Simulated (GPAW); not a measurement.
# Ge (Pm-3m) in GPAW: convergence with plane-wave cutoff (eV)

Aim: find how far plane-wave cutoff (eV) must go before the results for Ge settle, at r2SCAN. This setting moves, with any that are tied to it; all else stays.

Everything below comes from runs of GPAW 26.7.0. Logs are shortened: lines on timing, memory, paths and dates and some standing lists are left out, and cuts for length are marked. The log counts tension as positive stress, the text compression.

### Step 1. Starting point

The structure is cubic, space group Pm-3m (No. 221). The conventional cell has a = 2.710 Å, b = 2.710 Å, c = 2.710 Å, α = 90.00°, β = 90.00°, γ = 90.00°. Around Ge (site symmetry m-3m) lie 6 Ge at 2.71 Å.

The cell was built by a generator and needn't be a form met in nature.

### Step 2. With plane-wave cutoff (eV) 240

File run.py:

```python
import json
import numpy as np
import spglib
from ase.constraints import FixSymmetry
from ase.filters import FrechetCellFilter
from ase.io import read, write
from ase.optimize import BFGS
from ase.stress import full_3x3_to_voigt_6_stress, voigt_6_to_full_3x3_strain, voigt_6_to_full_3x3_stress
from ase.units import GPa
from gpaw import GPAW, PW

atoms = read('POSCAR')

calc = GPAW(mode=PW(240),
            xc='MGGA_X_R2SCAN+MGGA_C_R2SCAN',
            kpts={'size': (10, 10, 10), 'gamma': True},
            occupations={'name': 'fermi-dirac', 'width': 0.05},
            nbands=8,
            convergence={'density': 1e-06, 'eigenstates': 1e-09},
            maxiter=150,
            txt='gpaw.txt')
atoms.calc = calc
atoms.set_constraint(FixSymmetry(atoms))
BFGS(FrechetCellFilter(atoms), trajectory='relax.traj', logfile='-').run(fmax=0.005, steps=40)
atoms.set_constraint()
energy = atoms.get_potential_energy()
forces = atoms.get_forces()
stress = atoms.get_stress()
calc.write('gs.gpw')
write('result.traj', atoms)
print('Cell:', atoms.cell.cellpar().round(4))
print(atoms.get_scaled_positions().round(5))

gpts = tuple(int(n) for n in calc.get_number_of_grid_points())
cell = atoms.cell[:].T
dataset = spglib.get_symmetry((atoms.cell[:], atoms.get_scaled_positions(), atoms.numbers), symprec=1e-4)
rotations = [cell @ w @ np.linalg.inv(cell) for w in dataset['rotations']]
strains, clamped, relaxed = [], [], []
for v in [0, 3]:
    for e in (-0.005, 0.005):
        voigt = np.zeros(6)
        voigt[v] = e
        F = voigt_6_to_full_3x3_strain(voigt)
        a = atoms.copy()
        a.set_cell(atoms.cell[:] @ F, scale_atoms=True)
        c = GPAW(mode=PW(240),
                 xc='MGGA_X_R2SCAN+MGGA_C_R2SCAN',
                 kpts={'size': (10, 10, 10), 'gamma': True},
                 occupations={'name': 'fermi-dirac', 'width': 0.05},
                 nbands=8,
                 convergence={'density': 1e-06, 'eigenstates': 1e-09},
                 maxiter=150,
                 gpts=gpts,
                 txt=f'strain-{v}{e:+.3f}.txt')
        a.calc = c
        s0 = s1 = a.get_stress() - stress
        print(v, e, 'clamped', (s0 / GPa).round(3), 'relaxed', (s1 / GPa).round(3), flush=True)
        for R in rotations:  # images under the point group
            eps = R @ (F - np.eye(3)) @ R.T
            strains.append(full_3x3_to_voigt_6_stress(eps) * [1, 1, 1, 2, 2, 2])
            for s, rows in ((s0, clamped), (s1, relaxed)):
                rows.append(full_3x3_to_voigt_6_stress(R @ voigt_6_to_full_3x3_stress(s) @ R.T))

C0, C = (np.linalg.lstsq(np.array(strains), np.array(s), rcond=None)[0].T / GPa for s in (clamped, relaxed))
print('Clamped-ion Cij (GPa):')
print(C0.round(1))
print('Relaxed-ion Cij (GPa):')
print(C.round(1))
json.dump({'clamped': C0.tolist(), 'relaxed': C.tolist()}, open('elastic.json', 'w'))
```

File POSCAR:

```
Ge
1.0
    2.7104700000      0.0000000000      0.0000000000
    0.0000000000      2.7104700000      0.0000000000
    0.0000000000      0.0000000000      2.7104700000
Ge
1
Direct
    0.0000000000      0.0000000000      0.0000000000
```

Potentials or basis: GPAW PAW data sets (gpaw-data 1.2.1), pw.

Launch:

```
$ OMP_NUM_THREADS=1 python run.py
```

Wall time 2.3 min (1 thread of AMD EPYC 7R13 (Zen 3), shared host); peak memory 0.36 GiB.

What came out:

- Free energy: -12.1822 eV
- Relaxed volume: 18.98 Å³/atom
- Relaxed cell: a = 2.667 Å, b = 2.667 Å, c = 2.667 Å, α = 90.00°, β = 90.00°, γ = 90.00°
- Space group after relaxing (to 0.05 Å): Pm-3m (No. 221)
- Pressure after relaxing: 0.0 GPa
- Band gap on the k mesh: none (metal or under the smearing width)
- Elastic constants C11, C12, C44: 274, -8, 42 GPa
- Voigt bulk modulus: 86 GPa
- Bulk modulus (Hill): 86 GPa
- Shear modulus (Hill): 70 GPa
- Young's modulus: 165 GPa
- Poisson's ratio (from the elastic constants): 0.18

### Step 3. With plane-wave cutoff (eV) 300

run.py, as its differences from that of step 2:

```diff
@@ -13,3 +13,3 @@
 
-calc = GPAW(mode=PW(240),
+calc = GPAW(mode=PW(300),
             xc='MGGA_X_R2SCAN+MGGA_C_R2SCAN',
@@ -45,3 +45,3 @@
         a.set_cell(atoms.cell[:] @ F, scale_atoms=True)
-        c = GPAW(mode=PW(240),
+        c = GPAW(mode=PW(300),
                  xc='MGGA_X_R2SCAN+MGGA_C_R2SCAN',
```

POSCAR is that of step 2.

Potentials or basis: GPAW PAW data sets (gpaw-data 1.2.1), pw.

Launch:

```
$ OMP_NUM_THREADS=1 python run.py
```

It took 2.4 min on 1 thread of AMD EPYC 7R13 (Zen 3), shared host; peak memory 0.33 GiB.

What came out:

```yaml
Free_energy: -12.1827 eV
Relaxed_volume: 19.07 Å³/atom
Relaxed_cell: a = 2.672 Å, b = 2.672 Å, c = 2.672 Å, α = 90.00°, β = 90.00°, γ = 90.00°
Space_group_after_relaxing_to_0.05_Å: Pm-3m (No. 221)
Pressure_after_relaxing: 0.0 GPa
Band_gap_on_the_k_mesh: none (metal or under the smearing width)
Elastic_constants_C11_C12_C44: 266, -9, 41 GPa
Voigt_bulk_modulus: 83 GPa
Bulk_modulus_Hill: 83 GPa
Shear_modulus_Hill: 68 GPa
Young's_modulus: 161 GPa
Poisson's_ratio_from_the_elastic_constants: 0.18
```

### Step 4. With plane-wave cutoff (eV) 370

run.py, as its differences from that of step 3:

```diff
@@ -13,3 +13,3 @@
 
-calc = GPAW(mode=PW(300),
+calc = GPAW(mode=PW(370),
             xc='MGGA_X_R2SCAN+MGGA_C_R2SCAN',
@@ -45,3 +45,3 @@
         a.set_cell(atoms.cell[:] @ F, scale_atoms=True)
-        c = GPAW(mode=PW(300),
+        c = GPAW(mode=PW(370),
                  xc='MGGA_X_R2SCAN+MGGA_C_R2SCAN',
```

POSCAR is that of step 3.

Launch:

```
$ OMP_NUM_THREADS=1 python run.py
```

It took 2.9 min on 1 thread of AMD EPYC 7R13 (Zen 3), shared host; peak memory 0.35 GiB.

What came out:

```
Free energy                                  : -12.1772 eV
Relaxed volume                               : 19.01 Å³/atom
Relaxed cell                                 : a = 2.669 Å, b = 2.669 Å, c = 2.669 Å, α = 90.00°, β = 90.00°, γ = 90.00°
Space group after relaxing (to 0.05 Å)       : Pm-3m (No. 221)
Pressure after relaxing                      : 0.0 GPa
Band gap on the k mesh                       : none (metal or under the smearing width)
Elastic constants C11, C12, C44              : 272, -7, 43 GPa
Voigt bulk modulus                           : 86 GPa
Bulk modulus (Hill)                          : 86 GPa
Shear modulus (Hill)                         : 70 GPa
Young's modulus                              : 166 GPa
Poisson's ratio (from the elastic constants) : 0.18
```

### Step 5. With plane-wave cutoff (eV) 450

run.py, as its differences from that of step 4:

```diff
@@ -13,3 +13,3 @@
 
-calc = GPAW(mode=PW(370),
+calc = GPAW(mode=PW(450),
             xc='MGGA_X_R2SCAN+MGGA_C_R2SCAN',
@@ -45,3 +45,3 @@
         a.set_cell(atoms.cell[:] @ F, scale_atoms=True)
-        c = GPAW(mode=PW(370),
+        c = GPAW(mode=PW(450),
                  xc='MGGA_X_R2SCAN+MGGA_C_R2SCAN',
```

POSCAR is that of step 4.

Launch:

```
$ OMP_NUM_THREADS=1 python run.py
```

Run time: 3.2 min. Hardware: 1 thread of AMD EPYC 7R13 (Zen 3), shared host; peak memory 0.36 GiB.

Results (log left out):

| Property | Result |
| --- | --- |
| Free energy | -12.1777 eV |
| Relaxed volume | 19.02 Å³/atom |
| Relaxed cell | a = 2.669 Å, b = 2.669 Å, c = 2.669 Å, α = 90.00°, β = 90.00°, γ = 90.00° |
| Space group after relaxing (to 0.05 Å) | Pm-3m (No. 221) |
| Pressure after relaxing | 0.0 GPa |
| Band gap on the k mesh | none (metal or under the smearing width) |
| Elastic constants C11, C12, C44 | 269, -9, 41 GPa |
| Voigt bulk modulus | 84 GPa |
| Bulk modulus (Hill) | 84 GPa |
| Shear modulus (Hill) | 69 GPa |
| Young's modulus | 162 GPa |
| Poisson's ratio (from the elastic constants) | 0.18 |

### Step 6. With plane-wave cutoff (eV) 530

run.py, as its differences from that of step 5:

```diff
@@ -13,3 +13,3 @@
 
-calc = GPAW(mode=PW(450),
+calc = GPAW(mode=PW(530),
             xc='MGGA_X_R2SCAN+MGGA_C_R2SCAN',
@@ -45,3 +45,3 @@
         a.set_cell(atoms.cell[:] @ F, scale_atoms=True)
-        c = GPAW(mode=PW(450),
+        c = GPAW(mode=PW(530),
                  xc='MGGA_X_R2SCAN+MGGA_C_R2SCAN',
```

POSCAR is that of step 5.

Potentials or basis: GPAW PAW data sets (gpaw-data 1.2.1), pw.

Launch:

```
$ OMP_NUM_THREADS=1 python run.py
```

Run time: 3.4 min. Hardware: 1 thread of AMD EPYC 7R13 (Zen 3), shared host; peak memory 0.39 GiB.

The run converged. Its results:

| Property | Result |
| --- | --- |
| Free energy | -12.1777 eV |
| Relaxed volume | 19.01 Å³/atom |
| Relaxed cell | a = 2.669 Å, b = 2.669 Å, c = 2.669 Å, α = 90.00°, β = 90.00°, γ = 90.00° |
| Space group after relaxing (to 0.05 Å) | Pm-3m (No. 221) |
| Pressure after relaxing | 0.0 GPa |
| Band gap on the k mesh | none (metal or under the smearing width) |
| Elastic constants C11, C12, C44 | 270, -8, 42 GPa |
| Voigt bulk modulus | 84 GPa |
| Bulk modulus (Hill) | 84 GPa |
| Shear modulus (Hill) | 69 GPa |
| Young's modulus | 163 GPa |
| Poisson's ratio (from the elastic constants) | 0.18 |

### Step 7. With plane-wave cutoff (eV) 600

run.py, as its differences from that of step 6:

```diff
@@ -13,3 +13,3 @@
 
-calc = GPAW(mode=PW(530),
+calc = GPAW(mode=PW(600),
             xc='MGGA_X_R2SCAN+MGGA_C_R2SCAN',
@@ -45,3 +45,3 @@
         a.set_cell(atoms.cell[:] @ F, scale_atoms=True)
-        c = GPAW(mode=PW(530),
+        c = GPAW(mode=PW(600),
                  xc='MGGA_X_R2SCAN+MGGA_C_R2SCAN',
```

POSCAR is that of step 6.

Launch:

```
$ OMP_NUM_THREADS=1 python run.py
```

It took 4.2 min on 1 thread of AMD EPYC 7R13 (Zen 3), shared host; peak memory 0.41 GiB.

It converged, with:

```
Free energy                                  : -12.1788 eV
Relaxed volume                               : 19.00 Å³/atom
Relaxed cell                                 : a = 2.669 Å, b = 2.669 Å, c = 2.669 Å, α = 90.00°, β = 90.00°, γ = 90.00°
Space group after relaxing (to 0.05 Å)       : Pm-3m (No. 221)
Pressure after relaxing                      : 0.0 GPa
Band gap on the k mesh                       : none (metal or under the smearing width)
Elastic constants C11, C12, C44              : 269, -9, 41 GPa
Voigt bulk modulus                           : 84 GPa
Bulk modulus (Hill)                          : 84 GPa
Shear modulus (Hill)                         : 69 GPa
Young's modulus                              : 162 GPa
Poisson's ratio (from the elastic constants) : 0.18
```

### Step 8. With plane-wave cutoff (eV) 720

run.py, as its differences from that of step 7:

```diff
@@ -13,3 +13,3 @@
 
-calc = GPAW(mode=PW(600),
+calc = GPAW(mode=PW(720),
             xc='MGGA_X_R2SCAN+MGGA_C_R2SCAN',
@@ -45,3 +45,3 @@
         a.set_cell(atoms.cell[:] @ F, scale_atoms=True)
-        c = GPAW(mode=PW(600),
+        c = GPAW(mode=PW(720),
                  xc='MGGA_X_R2SCAN+MGGA_C_R2SCAN',
```

POSCAR is that of step 7.

Potentials or basis: GPAW PAW data sets (gpaw-data 1.2.1), pw.

Launch:

```
$ OMP_NUM_THREADS=1 python run.py
```

gpaw.txt:

```text
__  _  _
 | _ |_)|_||  |
 |__||  | ||/\| - 26.7.0

Input parameters:
  mode=PW(ecut=720.0),
  convergence={'density': 1e-06, 'eigenstates': 1e-09},
  kpts=MonkhorstPack(size=(10, 10, 10), gamma=True),
  maxiter=150,
  nbands=8,
  occupations=Occupations(name='fermi-dirac', width=0.05),
  xc=XC(name='MGGA_X_R2SCAN+MGGA_C_R2SCAN')

Diagonalizing LCAO Hamiltonian
Converting LCAO to pw mode
   .------.
  /|      |
 * |      |
 | .------.
 |/      /
 Ge-----*

Atoms  # Å, Bohr magnetons
|   | symbol |        x |        y |        z |    initial magnetic moments |
|---|--------|----------|----------|----------|-----------------------------|
| 0 |     Ge | 0.000000 | 0.000000 | 0.000000 | ( 0.0000,  0.0000,  0.0000) |

Unit cell  # Å
| periodic |        x |        y |        z |  lengths |    angles |
|----------|----------|----------|----------|----------|-----------|
|      yes | 2.710470 | 0.000000 | 0.000000 | 2.710470 | 90.000000 |
|      yes | 0.000000 | 2.710470 | 0.000000 | 2.710470 | 90.000000 |
|      yes | 0.000000 | 0.000000 | 2.710470 | 2.710470 | 90.000000 |

Number of symmetries: 48
Symmetry operations  # r_c * U_cc + t_c -> r_c
|    | kind |            matrix            |
|----|------|------------------------------|
|  0 |  E   |  1, 0, 0,  0, 1, 0,  0, 0, 1 |
|  1 |  σ   |  1, 0, 0,  0, 1, 0,  0, 0,-1 |
|  2 |  σ   |  1, 0, 0,  0, 0, 1,  0, 1, 0 |
|  3 |  C4  |  1, 0, 0,  0, 0, 1,  0,-1, 0 |
|  4 |  C4  |  1, 0, 0,  0, 0,-1,  0, 1, 0 |
|  5 |  σ   |  1, 0, 0,  0, 0,-1,  0,-1, 0 |
|  6 |  σ   |  1, 0, 0,  0,-1, 0,  0, 0, 1 |
|  7 |  C2  |  1, 0, 0,  0,-1, 0,  0, 0,-1 |
|  8 |  σ   |  0, 1, 0,  1, 0, 0,  0, 0, 1 |
[... 146 lines left out ...]
SCF iterations
|iter     | |      energy | eigst |  dens |
|---------|-|-------------|-------|-------|
|iter:   1| |  -12.574704 | -0.69 |       |
|iter:   2| |  -12.142763 | -2.36 | -1.23 |
|iter:   3| |-1916.305564 | +3.06 | -1.20 |
|iter:   4| |  -11.956739 | +1.79 | +1.21 |
|iter:   5| |  -12.167989 | -0.93 | -1.47 |
|iter:   6| |  -12.168903 | -2.76 | -2.05 |
|iter:   7| |  -12.169229c| -3.67 | -2.26 |
|iter:   8| |  -12.169254c| -5.14 | -2.61 |
|iter:   9| |  -12.169255c| -7.13 | -3.43 |
|iter:  10| |  -12.169255c| -7.16 | -3.81 |
|iter:  11| |  -12.169255c| -8.37 | -4.27 |
|iter:  12| |  -12.169255c| -9.21c| -4.58 |
|iter:  13| |  -12.169255c| -9.62c| -4.89 |
|iter:  14| |  -12.169255c|-10.05c| -5.38 |
|iter:  15| |  -12.169255c|-10.16c| -5.73 |
|iter:  16| |  -12.169255c|-10.97c| -6.60c|
[... 41 lines left out ...]
Forces  # eV/Ang
|       x |       y |       z |
|---------|---------|---------|
| 0.00000 | 0.00000 | 0.00000 |  # Ge   0

Interpolating wave functions to new cell
[... 23 lines left out ...]
|  0 |  E   |  1, 0, 0,  0, 1, 0,  0, 0, 1 |
|  1 |  σ   |  1, 0, 0,  0, 1, 0,  0, 0,-1 |
|  2 |  σ   |  1, 0, 0,  0, 0, 1,  0, 1, 0 |
|  3 |  C4  |  1, 0, 0,  0, 0, 1,  0,-1, 0 |
|  4 |  C4  |  1, 0, 0,  0, 0,-1,  0, 1, 0 |
|  5 |  σ   |  1, 0, 0,  0, 0,-1,  0,-1, 0 |
|  6 |  σ   |  1, 0, 0,  0,-1, 0,  0, 0, 1 |
|  7 |  C2  |  1, 0, 0,  0,-1, 0,  0, 0,-1 |
|  8 |  σ   |  0, 1, 0,  1, 0, 0,  0, 0, 1 |
[... 149 lines left out ...]
|iter:   1| |  -16.365023 | -0.35 |       |
|iter:   2| |  -12.177069 | -0.59 | -1.52 |
|iter:   3| |  -12.177105 | -3.13 | -1.82 |
|iter:   4| |  -12.175759c| -3.95 | -1.87 |
|iter:   5| |  -12.175217c| -4.05 | -2.11 |
|iter:   6| |  -12.175232c| -4.84 | -2.69 |
|iter:   7| |  -12.175243c| -5.89 | -2.82 |
|iter:   8| |  -12.175247c| -5.58 | -2.98 |
|iter:   9| |  -12.175247c| -8.20 | -3.30 |
|iter:  10| |  -12.175247c| -7.90 | -3.33 |
|iter:  11| |  -12.175247c| -9.80c| -3.41 |
|iter:  12| |  -12.175246c| -7.75 | -3.44 |
|iter:  13| |  -12.175246c| -8.23 | -3.90 |
|iter:  14| |  -12.175246c| -8.45 | -4.58 |
|iter:  15| |  -12.175246c| -9.12c| -5.54 |
|iter:  16| |  -12.175246c| -9.96c| -6.34c|

Converged in 16 steps
Energy contributions relative to reference atoms: (reference = -57097.637853)

Energy contributions:
  Kinetic:           6.945594
  Coulomb:          -6.063904
  Zero:             -0.022972
  External:          0.000000
  Xc:              -13.033007
  Entropy:          -0.001914
  Spinorbit:         0.000000
  ----------------------------
  Free energy:     -12.176203
  Extrapolated:    -12.175246
[... 26 lines left out ...]
Forces  # eV/Ang
|       x |       y |       z |
|---------|---------|---------|
| 0.00000 | 0.00000 | 0.00000 |  # Ge   0

Interpolating wave functions to new cell

       Ge

Atoms  # Å, Bohr magnetons
|   | symbol |        x |        y |        z |    initial magnetic moments |
|---|--------|----------|----------|----------|-----------------------------|
| 0 |     Ge | 0.000000 | 0.000000 | 0.000000 | ( 0.0000,  0.0000,  0.0000) |

Unit cell  # Å
| periodic |        x |         y |         z |  lengths |    angles |
|----------|----------|-----------|-----------|----------|-----------|
|      yes | 2.667042 | -0.000000 | -0.000000 | 2.667042 | 90.000000 |
|      yes | 0.000000 |  2.667042 |  0.000000 | 2.667042 | 90.000000 |
|      yes | 0.000000 |  0.000000 |  2.667042 | 2.667042 | 90.000000 |

Number of symmetries: 48
Symmetry operations  # r_c * U_cc + t_c -> r_c
|    | kind |            matrix            |
|----|------|------------------------------|
|  0 |  E   |  1, 0, 0,  0, 1, 0,  0, 0, 1 |
|  1 |  σ   |  1, 0, 0,  0, 1, 0,  0, 0,-1 |
|  2 |  σ   |  1, 0, 0,  0, 0, 1,  0, 1, 0 |
|  3 |  C4  |  1, 0, 0,  0, 0, 1,  0,-1, 0 |
|  4 |  C4  |  1, 0, 0,  0, 0,-1,  0, 1, 0 |
|  5 |  σ   |  1, 0, 0,  0, 0,-1,  0,-1, 0 |
|  6 |  σ   |  1, 0, 0,  0,-1, 0,  0, 0, 1 |
|  7 |  C2  |  1, 0, 0,  0,-1, 0,  0, 0,-1 |
|  8 |  σ   |  0, 1, 0,  1, 0, 0,  0, 0, 1 |
[... 195 lines left out ...]
No gap
No difference between direct/indirect transitions

Stress tensor  # eV/Ang^3
|         x |         y |         z |
|-----------|-----------|-----------|
| -0.000948 |  0.000000 |  0.000000 |
|  0.000000 | -0.000948 |  0.000000 |
|  0.000000 |  0.000000 | -0.000948 |

Forces  # eV/Ang
|       x |       y |       z |
|---------|---------|---------|
| 0.00000 | 0.00000 | 0.00000 |  # Ge   0

Interpolating wave functions to new cell

       Ge

Atoms  # Å, Bohr magnetons
|   | symbol |        x |        y |        z |    initial magnetic moments |
|---|--------|----------|----------|----------|-----------------------------|
| 0 |     Ge | 0.000000 | 0.000000 | 0.000000 | ( 0.0000,  0.0000,  0.0000) |

Unit cell  # Å
| periodic |         x |         y |         z |  lengths |    angles |
|----------|-----------|-----------|-----------|----------|-----------|
|      yes |  2.668797 | -0.000000 | -0.000000 | 2.668797 | 90.000000 |
|      yes |  0.000000 |  2.668797 |  0.000000 | 2.668797 | 90.000000 |
|      yes | -0.000000 | -0.000000 |  2.668797 | 2.668797 | 90.000000 |

Number of symmetries: 48
Symmetry operations  # r_c * U_cc + t_c -> r_c
|    | kind |            matrix            |
|----|------|------------------------------|
|  0 |  E   |  1, 0, 0,  0, 1, 0,  0, 0, 1 |
|  1 |  σ   |  1, 0, 0,  0, 1, 0,  0, 0,-1 |
|  2 |  σ   |  1, 0, 0,  0, 0, 1,  0, 1, 0 |
|  3 |  C4  |  1, 0, 0,  0, 0, 1,  0,-1, 0 |
|  4 |  C4  |  1, 0, 0,  0, 0,-1,  0, 1, 0 |
|  5 |  σ   |  1, 0, 0,  0, 0,-1,  0,-1, 0 |
|  6 |  σ   |  1, 0, 0,  0,-1, 0,  0, 0, 1 |
|  7 |  C2  |  1, 0, 0,  0,-1, 0,  0, 0,-1 |
|  8 |  σ   |  0, 1, 0,  1, 0, 0,  0, 0, 1 |
[... 205 lines left out ...]
Forces  # eV/Ang
|       x |       y |       z |
|---------|---------|---------|
| 0.00000 | 0.00000 | 0.00000 |  # Ge   0

# Writing to gs.gpw (mode='')
```

It took 6.4 min on 1 thread of AMD EPYC 7R13 (Zen 3), shared host; peak memory 0.47 GiB.

Results:

* Free energy: -12.1801 eV
* Relaxed volume: 19.01 Å³/atom
* Relaxed cell: a = 2.669 Å, b = 2.669 Å, c = 2.669 Å, α = 90.00°, β = 90.00°, γ = 90.00°
* Space group after relaxing (to 0.05 Å): Pm-3m (No. 221)
* Pressure after relaxing: 0.0 GPa
* Band gap on the k mesh: none (metal or under the smearing width)
* Elastic constants C11, C12, C44: 269, -9, 41 GPa
* Voigt bulk modulus: 84 GPa
* Bulk modulus (Hill): 84 GPa
* Shear modulus (Hill): 69 GPa
* Young's modulus: 162 GPa
* Poisson's ratio (from the elastic constants): 0.18

### Step 9. The series at a glance

```csv
plane-wave cutoff (eV),"energy less the tightest run, at zero smearing (meV/atom)",SCF cycles,CPU time (s),peak memory (GiB)
240,-2.09,16,140,0.36
300,-2.61,16,150,0.33
370,2.85,16,170,0.35
450,2.41,16,190,0.36
530,2.43,16,200,0.39
600,1.30,16,250,0.41
720,0.00,16,380,0.47
```

Not settled before the last step: the energy (to 1 meV/atom). The tightest run that finished is the yardstick and may itself not be fully converged.

Caveats: the density grid can change from cell to cell, which puts small steps into energies and stress; elastic constants of metals need much finer meshes, so these are rough; the PAW data sets were made with another functional, which shifts forces and pressure a little.
